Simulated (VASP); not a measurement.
Here is a VASP 6.6.1 calculation.

INCAR

```
  PREC = Accurate
  ENCUT = 520
  EDIFF = 1E-7
  ISMEAR = 0
  SIGMA = 0.03
  LREAL = False
  LASPH = True
  NELM = 80
  ALGO = Fast
  ISIF = 2
  LWAVE = False
  LCHARG = False
  GGA = PE
  KPAR = 4
```

The input KPOINTS:

```
Automatic mesh
0
Gamma
  6 6 6
```

File POSCAR:

```
AlAs                                    
1.0
    0.0000000000      2.8408844733      2.8408844733
    2.8408844733      0.0000000000      2.8408844733
    2.8408844733      2.8408844733      0.0000000000
  Al              As            
     1     1
Direct
     0.0000000000000000    0.0000000000000000    0.0000000000000000
     0.2500000000000000    0.2500000000000000    0.2500000000000000
```

The input KPOINTS_OPT:

```
explicit points
6
Reciprocal
 0.0000000000  0.0000000000  0.0000000000 1
 0.3750000000  0.3750000000  0.7500000000 1
 0.5000000000  0.5000000000  0.5000000000 1
 0.6250000000  0.2500000000  0.6250000000 1
 0.5000000000  0.2500000000  0.7500000000 1
 0.5000000000  0.0000000000  0.5000000000 1
```

Potentials or basis: VASP PAW PBE potentials, release 64 (Al, As).

Launch:

```console
$ cat potpaw_PBE.64/Al/POTCAR potpaw_PBE.64/As/POTCAR > POTCAR
$ mpirun -np 4 vasp_std > vasp.out
```

Q: What does it give for the band gap on the k mesh?

A: 1.45 eV, indirect (least direct gap 1.97 eV).

Q: Estimate the band gap along the path.

A: 1.45 eV, indirect (least direct gap 1.97 eV).

PBE gaps usually lie below the measured ones, often by a third to a half.
